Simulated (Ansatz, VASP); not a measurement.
## Two plane-wave programs on Au

File POSCAR:

```
Au
1.0
    0.0000000000      2.0455000000      2.0455000000
    2.0455000000      0.0000000000      2.0455000000
    2.0455000000      2.0455000000      0.0000000000
Au
1
Direct
    0.0000000000      0.0000000000      0.0000000000
```

The input INCAR.step1:

```
PREC = Accurate
ENCUT = 520
ISMEAR = 0
SIGMA = 0.15
LREAL = F
LASPH = T
NELM = 100
NBANDS = 12
GGA = PE
ALGO = Normal
EDIFF = 1E-4
LWAVE = T
LCHARG = F
```

The input INCAR.step2:

```
PREC = Accurate
ENCUT = 520
EDIFF = 1E-6
ISMEAR = 0
SIGMA = 0.15
LREAL = F
LASPH = T
NELM = 100
ALGO = Normal
ISIF = 2
LWAVE = F
LCHARG = F
METAGGA = R2SCAN
LMIXTAU = T
NBANDS = 12
ISTART = 1
```

File KPOINTS:

```
Automatic mesh
0
Gamma
  14 14 14
```

Input for Ansatz:

```yaml
crystal:
  lattice:
    - [0.0, 2.0455, 2.0455]
    - [2.0455, 0.0, 2.0455]
    - [2.0455, 2.0455, 0.0]
  atoms:
    - { symbol: Au, position: [0.0, 0.0, 0.0] }
basis:
  ecutwfc: 500
kpoints:
  mp_grid: { grid: [14, 14, 14] }
hamiltonian:
  xc: r2scan
scf:
  occupations: { method: gaussian, width: 0.15 }
output:
  forces: true
  stress: true
  eigenvalues: true
```

Alike in both runs: task single point; functional r2SCAN; k mesh 14 × 14 × 14; occupations gaussian, width 0.15 eV; no spin polarisation.

|  | VASP | Ansatz |
| --- | --- | --- |
| version | VASP 6.6.1 | Ansatz 0.2.0 |
| potentials or method | VASP PAW PBE potentials, release 64 (Au) | scalar-relativistic, plane waves, PAW |
| plane-wave cutoff (eV) | 520 | 500 |
| valence electrons in the cell | 11 | 19 |

```csv
,VASP,Ansatz,Ansatz less VASP
gap on the k mesh at the Fermi level (eV),none,none,-
pressure (GPa),4.3,4.0,-0.32
```

A gap of «none» marks a metal or a gap that the smearing closes. The functional is the same, so the differences come from potentials, cutoffs and numerics. The two sets of potentials don't hold the same shells in valence.

Caveats: the PAW data sets were made with another functional, which shifts forces and pressure a little (VASP). The runs have no spin-orbit coupling, so splittings on Au are missing.
